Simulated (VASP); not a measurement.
# Al2Cu (I4/mmm) in VASP: notebook

The runs below take Al2Cu through relaxation of cell and atoms, with r2SCAN, PBEsol.

Everything below comes from runs of VASP 6.6.1. Logs are shortened: lines on timing, memory, paths and dates and some standing lists are left out, and cuts for length are marked.

## 1. The crystal as given

Symmetry: I4/mmm, No. 139, tetragonal system. Conventional cell: a = 4.061 Å, b = 4.061 Å, c = 5.702 Å, α = 90.00°, β = 90.00°, γ = 90.00°. Around Al (site symmetry -4m2) lie 4 Cu at 2.48 Å and 2 Al at 2.85 Å. Around Cu (site symmetry 4/mmm) lie 8 Al at 2.48 Å.

The cell comes from a database or a generator and needn't be the stable form of this composition.

## 2. Relaxation of cell and atoms, r2SCAN

Input file INCAR:

```
PREC     = Accurate       # precision mode
ENCUT    = 600            # plane-wave cutoff, eV
EDIFF    = 1E-6           # SCF threshold, eV
ISMEAR   = 1              # smearing method
SIGMA    = 0.1            # smearing width, eV
LREAL    = F              # projectors in reciprocal space
LASPH    = T              # aspherical terms in the spheres
NELM     = 80             # most SCF steps
ALGO     = Normal         # electronic algorithm
ISIF     = 3              # what is computed and relaxed
LWAVE    = F              # write WAVECAR
LCHARG   = F              # write CHGCAR
METAGGA  = R2SCAN         # meta-GGA
LMIXTAU  = T            
IBRION   = 2              # ionic algorithm
NSW      = 90             # ionic steps
EDIFFG   = -0.01          # ionic threshold
```

Input file KPOINTS:

```
Automatic mesh
0
Gamma
  14 14 14
```

Input file POSCAR:

```
Al2Cu
1.0
   -2.0303375000      2.0303375000      2.8510940000
    2.0303375000     -2.0303375000      2.8510940000
    2.0303375000      2.0303375000     -2.8510940000
Al Cu
2 1
Direct
    0.7500000000      0.2500000000      0.5000000000
    0.2500000000      0.7500000000      0.5000000000
    0.5000000000      0.5000000000      0.0000000000
```

Potentials or basis: VASP PAW PBE potentials, release 64 (Al, Cu).

Command:

```console
> cat potpaw_PBE.64/Al/POTCAR potpaw_PBE.64/Cu/POTCAR > POTCAR
> mpirun -np 1 vasp_std > vasp.out
```

OUTCAR:

```text
PREC = Accurate
   ENCUT = 600
   EDIFF = 1E-6
   ISMEAR = 1
   LREAL = F
   LASPH = T
   NELM = 80
   ISIF = 3
   METAGGA = R2SCAN
   IBRION = 2
   NSW = 90
   EDIFFG = -0.01

 ion  position               nearest neighbor table
   1  0.750  0.250  0.500-   3 2.48   3 2.48   3 2.48   3 2.48   2 2.85   2 2.85   2 2.87   2 2.87
                             2 2.87   2 2.87
   2  0.250  0.750  0.500-   3 2.48   3 2.48   3 2.48   3 2.48   1 2.85   1 2.85   1 2.87   1 2.87
                             1 2.87   1 2.87
   3  0.500  0.500  0.000-   2 2.48   1 2.48   1 2.48   2 2.48   1 2.48   2 2.48   2 2.48   1 2.48

  LATTYP: Found a body centered tetragonal cell.
 ALAT       =     4.0606750000
 C/A-ratio  =     1.4042463384

  Lattice vectors:

 A1 = (  -2.0303375000,   2.0303375000,   2.8510940000)
 A2 = (   2.0303375000,  -2.0303375000,   2.8510940000)
 A3 = (   2.0303375000,   2.0303375000,  -2.8510940000)

Analysis of symmetry for initial positions (statically):
=====================================================================
 Subroutine PRICEL returns:
 Original cell was already a primitive cell.

 Routine SETGRP: Setting up the symmetry group for a
 body centered tetragonal supercell.

 Subroutine GETGRP returns: Found 16 space group operations
 (whereof 16 operations were pure point group operations)
 out of a pool of 16 trial point group operations.

The static configuration has the point symmetry D_4h.

Analysis of symmetry for dynamics (positions and initial velocities):
=====================================================================
 Subroutine PRICEL returns:
 Original cell was already a primitive cell.

 Routine SETGRP: Setting up the symmetry group for a
 body centered tetragonal supercell.

 Subroutine GETGRP returns: Found 16 space group operations
 (whereof 16 operations were pure point group operations)
 out of a pool of 16 trial point group operations.

The dynamic configuration has the point symmetry D_4h.

 Subroutine INISYM returns: Found 16 space group operations
 (whereof 16 operations are pure point group operations),
 and found     1 'primitive' translations

----------------------------------------------------------------------------------------

                                     Primitive cell

  volume of cell :      47.0119

  direct lattice vectors                    reciprocal lattice vectors
    -2.030337500  2.030337500  2.851094000     0.000000000  0.246264476  0.175371279
     2.030337500 -2.030337500  2.851094000     0.246264476  0.000000000  0.175371279
     2.030337500  2.030337500 -2.851094000     0.246264476  0.246264476  0.000000000

  length of vectors
     4.046390703  4.046390703  4.046390703     0.302326442  0.302326442  0.348270562

  position of ions in fractional coordinates (direct lattice)
     0.750000000  0.250000000  0.500000000
     0.250000000  0.750000000  0.500000000
     0.500000000  0.500000000  0.000000000

  ion indices of the primitive-cell ions
   primitive index   ion index
                 1           1
                 2           2
                 3           3

----------------------------------------------------------------------------------------

 KPOINTS: Automatic mesh

Automatic generation of k-mesh.
 Grid dimensions read from file:
 generate k-points for:   14   14   14

 Generating k-lattice:

  Cartesian coordinates                     Fractional coordinates (reciprocal lattice)
     0.000000000  0.017590320  0.012526520     0.071428571  0.000000000  0.000000000
     0.017590320  0.000000000  0.012526520     0.000000000  0.071428571  0.000000000
     0.017590320  0.017590320  0.000000000     0.000000000  0.000000000  0.071428571

  Length of vectors
     0.021594746  0.021594746  0.024876469

  Shift w.r.t. Gamma in fractional coordinates (k-lattice)
     0.000000000  0.000000000  0.000000000

 Subroutine IBZKPT returns following result:
 ===========================================

 Found    244 irreducible k-points:

 Following reciprocal coordinates:
            Coordinates               Weight
  0.000000  0.000000  0.000000      1.000000
  0.071429 -0.000000  0.000000      8.000000
  0.142857 -0.000000  0.000000      8.000000
  0.214286 -0.000000  0.000000      8.000000
  0.285714  0.000000  0.000000      8.000000
  0.357143  0.000000  0.000000      8.000000
[... 16 lines left out ...]
  0.214286  0.142857  0.000000     16.000000
  0.285714  0.142857  0.000000     16.000000
 [... further k-points ...]
   k-points           NKPTS =    244   k-points in BZ     NKDIM =    244   number of bands    NBANDS=     12
   number of dos      NEDOS =    301   number of ions     NIONS =      3
   total plane-waves  NPLWV =  32768
   dimension x,y,z NGX =    32 NGY =   32 NGZ =   32
   dimension x,y,z NGXF=    64 NGYF=   64 NGZF=   64
   ions per type =               2   1
   NGX,Y,Z   is equivalent  to a cutoff of  13.15, 13.15, 13.15 a.u.
   NGXF,Y,Z  is equivalent  to a cutoff of  26.29, 26.29, 26.29 a.u.
 SYSTEM =  unknown system
   PREC   = accura    normal or accurate (medium, high low for compatibility)
   ISTART =      0    job   : 0-new  1-cont  2-samecut
   ICHARG =      2    charge: 1-file 2-atom 10-const
   ISPIN  =      1    spin polarized calculation?
   LNONCOLLINEAR =      F non collinear calculations
   LSORBIT =      F    spin-orbit coupling
   LASPH  =      T    aspherical Exc in radial PAW
   ENCUT  =  600.0 eV  44.10 Ry    6.64 a.u.   8.08  8.08  8.08*2*pi/ulx,y,z
   NELM   =     80;   NELMIN=  2; NELMDL= -5     # of ELM steps
   EDIFF  = 0.1E-05   stopping-criterion for ELM
   LREAL  =      F    real-space projection
   EDIFFG = -.1E-01   stopping-criterion for IOM
   NSW    =     90    number of steps for IOM
   IBRION =      2    ionic relax: 0-MD 1-quasi-New 2-CG
   NFREE  =      1    steps in history (QN), initial steepest desc. (CG)
   ISIF   =      3    stress and relaxation
   ISYM   =      2    0-nonsym 1-usesym 2-fastsym
   POTIM  = 0.5000    time-step for ionic-motion
   TEBEG  =    0.0;   TEEND  =   0.0 temperature during run
   PSTRESS=    0.0 pullay stress
   NELECT =      17.0000    total number of electrons
   NUPDOWN=      -1.0000    fix difference up-down
   EMIN   =  10.00;   EMAX   =-10.00  energy-range for DOS
   EFERMI =   0.00;   METHOD = LEGACY
   ISMEAR =     1;   SIGMA  =   0.10  broadening in eV -4-tet -1-fermi 0-gaus
   EFERMI_NEDOS =   21; number of points for ismear=-14 and -15
   IALGO  =     38    algorithm
   IMIX   =      4    mixing-type and parameters
     AMIX     =   0.40;   BMIX     =  1.00
     AMIX_MAG =   1.60;   BMIX_MAG =  1.00
  volume/ion in A,a.u.               =      15.67       105.75
  Fermi-wavevector in a.u.,A,eV,Ry     =   1.166331  2.204046 18.508385  1.360328
  Thomas-Fermi vector in A             =   2.302845
   LORBIT       =      0    0 simple, 1 ext, 2 COOP (PROOUT), +10 PAW based schemes
   METAGGA = R2SCAN    functional components
   LHFCALC =     F    Hartree Fock is set to
   AEXX    =    0.0000 exact exchange contribution
   IVDW    =     0    specifies the selected vdW correction
   LEPSILON=     F    determine dielectric tensor
   LRPA    =     F    only Hartree local field effects (RPA)
 conjugate gradient relaxation of ions
 non-spin polarized calculation
 Methfessel and Paxton  Order N= 1 SIGMA  =   0.10
  energy-cutoff  :      600.00
  volume of cell :       47.01
 maximum number of plane-waves:      1588
   NGX = 17   NGY = 17   NGZ = 17

--------------------------------------- Ionic step        1  -------------------------------------------

 number of electron      17.0000011 magnetization

 Free energy of the ion-electron system (eV)
  ---------------------------------------------------
  ext. energy  EPLUGINS =         0.00000000
  ---------------------------------------------------
  free energy    TOTEN  =       -24.91424609 eV

  energy without entropy =      -24.91397444  energy(sigma->0) =      -24.91415554

------------------------ aborting loop because EDIFF is reached ----------------------------------------

  FORCE on cell =-STRESS in cart. coord.  units (eV):
  Direction    XX          YY          ZZ          XY          YZ          ZX
  --------------------------------------------------------------------------------------
  -------------------------------------------------------------------------------------
  Total       -0.0200204     -0.0200204      0.1927134      0.0000000      0.0000000      0.0000000
  in kB       -0.6823015     -0.6823015      6.5677195      0.0000000      0.0000000      0.0000000
  external PRESSURE =       1.7343722 kB  Pullay stress =       0.0000000 kB
[... 133 lines left out ...]
  energy  without entropy=      -24.9143719326  energy(sigma->0) =      -24.91457030

--------------------------------------- Ionic step        5  -------------------------------------------

 number of electron      17.0000010 magnetization

 Free energy of the ion-electron system (eV)
  ---------------------------------------------------
  ext. energy  EPLUGINS =         0.00000000
  ---------------------------------------------------
  free energy    TOTEN  =       -24.91478117 eV

  energy without entropy =      -24.91448810  energy(sigma->0) =      -24.91468348

 E-fermi :   7.0672     XC(G=0): -11.2327

 val. band max:        7.0403053641   @ k =   0.4286   0.0714   0.0000
 cond. band min:       7.0934517884   @ k =   0.4286   0.1429   0.0000
 fundamental gap:      0.0531464243
 Fermi energy:         7.0672258773

 k-point     1 :       0.0000    0.0000    0.0000
  band No.  band energies     occupation
      1      -3.7439      2.00000
      2       2.3030      2.00000
      3       2.3031      2.00000
      4       2.3032      2.00000
      5       2.8717      2.00000
      6       2.8721      2.00000
      7      10.0968      0.00000
      8      10.0978      0.00000
      9      10.0978      0.00000
     10      10.1904      0.00000
     11      10.1904      0.00000
     12      10.1917      0.00000
[... 331 lines left out ...]
 k-point    24 :       0.2857    0.1429    0.0000
  band No.  band energies     occupation
      1      -1.9460      2.00000
      2       1.6493      2.00000
      3       2.3767      2.00000
      4       2.5134      2.00000
      5       2.8138      2.00000
      6       2.9510      2.00000
      7       3.8687      2.00000
      8       5.8641      2.00000
      9       8.0392     -0.00000
     10      10.3657      0.00000
     11      10.9128      0.00000
     12      12.4476      0.00000

 [... further k-points ...]

------------------------ aborting loop because EDIFF is reached ----------------------------------------

  FORCE on cell =-STRESS in cart. coord.  units (eV):
  Direction    XX          YY          ZZ          XY          YZ          ZX
  --------------------------------------------------------------------------------------
  -------------------------------------------------------------------------------------
  Total       -0.0256511     -0.0256511     -0.0254924      0.0000000      0.0000000      0.0000000
  in kB       -0.8729223     -0.8729223     -0.8675211      0.0000000      0.0000000      0.0000000
  external PRESSURE =      -0.8711219 kB  Pullay stress =       0.0000000 kB
[... 18 lines left out ...]
  FREE ENERGIE OF THE ION-ELECTRON SYSTEM (eV)
  ---------------------------------------------------
  free  energy   TOTEN  =       -24.9147811723 eV

  energy  without entropy=      -24.9144881047  energy(sigma->0) =      -24.91468348

 reached required accuracy - stopping structural energy minimisation
```

Wall time 15 min (1 thread of Intel Xeon Platinum 8488C (Sapphire Rapids), shared host); peak memory 0.34 GiB.

Results:

| Quantity | Value |
| --- | --- |
| Free energy | -24.9148 eV |
| Relaxed volume | 15.69 Å³/atom |
| Relaxed cell | a = 4.053 Å, b = 4.053 Å, c = 4.053 Å, α = 120.00°, β = 120.00°, γ = 89.99° |
| Space group after relaxing (to 0.05 Å) | Fm-3m (No. 225) |
| Energy gained by relaxing | 0.2 meV/atom |
| Ionic steps | 5 |
| Pressure after relaxing | -0.1 GPa |
| Band gap on the k mesh | none (metal or under the smearing width) |

Step by step:
| step | energy change (eV) | largest force (eV/Å) | pressure (GPa) | volume (Å³) |
| --- | --- | --- | --- | --- |
| 1 | 0.0000 | 0.0000 | 0.17 | 47.01 |
| 2 | -0.0004 | 0.0000 | -0.19 | 47.13 |
| 3 | -0.0004 | 0.0000 | -0.12 | 47.14 |
| 4 | -0.0004 | 0.0000 | -0.19 | 47.18 |
| 5 | -0.0005 | 0.0000 | -0.09 | 47.08 |

Final structure:
```yaml
crystal:
  lattice:
    - [-2.02648, 2.02648, 2.86614]
    - [2.02648, -2.02648, 2.86614]
    - [2.02648, 2.02648, -2.86614]
  atoms:
    - { symbol: Al, position: [0.75000, 0.25000, 0.50000] }
    - { symbol: Al, position: [0.25000, 0.75000, 0.50000] }
    - { symbol: Cu, position: [0.50000, 0.50000, 0.00000] }
```

Levels at points of the mesh, in eV from the Fermi level:
| k point | band 7 | band 8 | band 9 | band 10 | band 11 | band 12 |
| --- | --- | --- | --- | --- | --- | --- |
| (0.00, 0.00, 0.00) | 3.03 | 3.03 | 3.03 | 3.12 | 3.12 | 3.12 |
| (0.50, 0.00, 0.00) | -4.12 | 0.61 | 0.61 | 3.12 | 3.13 | 4.30 |
| (0.50, 0.50, 0.00) | -3.92 | -2.14 | -2.14 | 0.57 | 1.77 | 9.48 |
| (0.50, 0.50, 0.50) | -3.92 | -2.14 | -2.14 | 0.58 | 1.77 | 9.48 |

Caveat: the PAW data sets were made with another functional, which shifts forces and pressure a little.

## 3. Relaxation of cell and atoms, r2SCAN

Changes to INCAR since step 2:

```diff
@@ -2,3 +2,3 @@
 ENCUT    = 600            # plane-wave cutoff, eV
-EDIFF    = 1E-6           # SCF threshold, eV
+EDIFF    = 1E-7           # SCF threshold, eV
 ISMEAR   = 1              # smearing method
@@ -16,2 +16,2 @@
 NSW      = 90             # ionic steps
-EDIFFG   = -0.01          # ionic threshold
+EDIFFG   = -0.005         # ionic threshold
```

KPOINTS is that of step 2.

Input file POSCAR:

```
Al2Cu                                   
1.0
   -2.0264776387      2.0264776387      2.8661423537
    2.0264776387     -2.0264776387      2.8661423537
    2.0264776387      2.0264776387     -2.8661423537
  Al              Cu            
     2     1
Direct
     0.7500000000000000    0.2500000000000000    0.5000000000000000
     0.2500000000000000    0.7500000000000000    0.5000000000000000
     0.5000000000000000    0.5000000000000000    0.0000000000000000
```

Potentials or basis: VASP PAW PBE potentials, release 64 (Al, Cu).

Command:

```console
> cat potpaw_PBE.64/Al/POTCAR potpaw_PBE.64/Cu/POTCAR > POTCAR
> mpirun -np 1 vasp_std > vasp.out
```

OUTCAR:

```text
PREC = Accurate
   ENCUT = 600
   EDIFF = 1E-7
   ISMEAR = 1
   LREAL = F
   LASPH = T
   NELM = 80
   ISIF = 3
   METAGGA = R2SCAN
   IBRION = 2
   NSW = 90
   EDIFFG = -0.005

 ion  position               nearest neighbor table
   1  0.750  0.250  0.500-   3 2.48   3 2.48   3 2.48   3 2.48   2 2.87   2 2.87   2 2.87   2 2.87
                             2 2.87   2 2.87
   2  0.250  0.750  0.500-   3 2.48   3 2.48   3 2.48   3 2.48   1 2.87   1 2.87   1 2.87   1 2.87
                             1 2.87   1 2.87
[... 563 lines left out ...]
  --------------------------------------------------------------------------------------
  -------------------------------------------------------------------------------------
  Total        0.0057485      0.0057485      0.0030722      0.0000000      0.0000000      0.0000000
  in kB        0.1956241      0.1956241      0.1045499      0.0000000      0.0000000      0.0000000
  external PRESSURE =       0.1652660 kB  Pullay stress =       0.0000000 kB

 VOLUME and BASIS-vectors are now :
 -----------------------------------------------------------------------------
  energy-cutoff  :      600.00
  volume of cell :       47.08
      direct lattice vectors                 reciprocal lattice vectors
    -2.026477639  2.026477639  2.866142354     0.000000000  0.246733539  0.174450512
     2.026477639 -2.026477639  2.866142354     0.246733539  0.000000000  0.174450512
     2.026477639  2.026477639 -2.866142354     0.246733539  0.246733539  0.000000000

 POSITION                                       TOTAL-FORCE (eV/Angst)
 -----------------------------------------------------------------------------------
     -0.00000      2.02648      1.43307         0.000000      0.000000      0.000000
      2.02648     -0.00000      1.43307        -0.000000     -0.000000     -0.000000
      0.00000      0.00000      2.86614        -0.000000     -0.000000     -0.000000
 -----------------------------------------------------------------------------------
    total drift:                               -0.000000      0.000000     -0.000000

  FREE ENERGIE OF THE ION-ELECTRON SYSTEM (eV)
  ---------------------------------------------------
  free  energy   TOTEN  =       -24.9147870339 eV

  energy  without entropy=      -24.9144940291  energy(sigma->0) =      -24.91468937

 reached required accuracy - stopping structural energy minimisation
```

OSZICAR:

```text
N       E                     dE             d eps       ncg     rms          rms(c)
DAV:   1     0.631508463234E+02    0.63151E+02   -0.80859E+03  5860   0.175E+03
DAV:   2    -0.248894409101E+02   -0.88040E+02   -0.82573E+02  5912   0.274E+02
DAV:   3    -0.289297568121E+02   -0.40403E+01   -0.38011E+01  7604   0.752E+01
[... 11 lines left out ...]
DAV:  15    -0.249147879448E+02    0.14558E-05   -0.80900E-06  8188   0.894E-02    0.966E-03
DAV:  16    -0.249147872781E+02    0.66666E-06   -0.47294E-06  7196   0.794E-02    0.295E-03
DAV:  17    -0.249147875050E+02   -0.22688E-06   -0.42077E-07  6180   0.130E-02    0.185E-03
DAV:  18    -0.249147873101E+02    0.19489E-06   -0.31311E-08  3448   0.616E-03    0.131E-03
DAV:  19    -0.249147870127E+02    0.29738E-06   -0.14173E-08  3368   0.232E-03    0.498E-04
DAV:  20    -0.249147870339E+02   -0.21208E-07   -0.95315E-09  3284   0.249E-03
   1 F= -.24914787E+02 E0= -.24914689E+02  d E =-.249148E+02
```

CONTCAR:

```text
Al2Cu
   1.00000000000000
    -2.0264776386999999    2.0264776386999999    2.8661423536999999
     2.0264776386999999   -2.0264776386999999    2.8661423536999999
     2.0264776386999999    2.0264776386999999   -2.8661423536999999
  Al              Cu
     2     1
Direct
     0.7500000000000000    0.2500000000000000    0.5000000000000000
     0.2500000000000000    0.7500000000000000    0.5000000000000000
     0.5000000000000000    0.5000000000000000    0.0000000000000000

  0.00000000E+00  0.00000000E+00  0.00000000E+00
  0.00000000E+00  0.00000000E+00  0.00000000E+00
  0.00000000E+00  0.00000000E+00  0.00000000E+00
```

Wall time 6.8 min (1 thread of Intel Xeon Platinum 8488C (Sapphire Rapids), shared host); peak memory 0.33 GiB.

What came out:

```yaml
Free_energy: -24.9148 eV
Pressure_after_relaxing: 0.0 GPa
Band_gap_on_the_k_mesh: none (metal or under the smearing width)
```

Final structure:
```
Al Cu
1.0
    -2.02648    2.02648    2.86614
     2.02648   -2.02648    2.86614
     2.02648    2.02648   -2.86614
Al Cu
2 1
Direct
  0.75000 0.25000 0.50000
  0.25000 0.75000 0.50000
  0.50000 0.50000 0.00000
```

Levels at points of the mesh, in eV from the Fermi level:
```csv
k point,band 6,band 7,band 8,band 9,band 10,band 11,band 12
"(0.00, 0.00, 0.00)",-4.20,3.03,3.03,3.03,3.12,3.12,3.12
"(0.50, 0.00, 0.00)",-4.12,-4.12,0.61,0.61,3.12,3.13,4.30
"(0.50, 0.50, 0.00)",-4.02,-3.92,-2.14,-2.14,0.57,1.77,9.48
"(0.50, 0.50, 0.50)",-4.02,-3.92,-2.14,-2.14,0.58,1.77,9.48
```

Caveat: the relaxation stopped at its first step, so nothing moved; the PAW data sets were made with another functional, which shifts forces and pressure a little.

(Continued in part 2 of 2.)
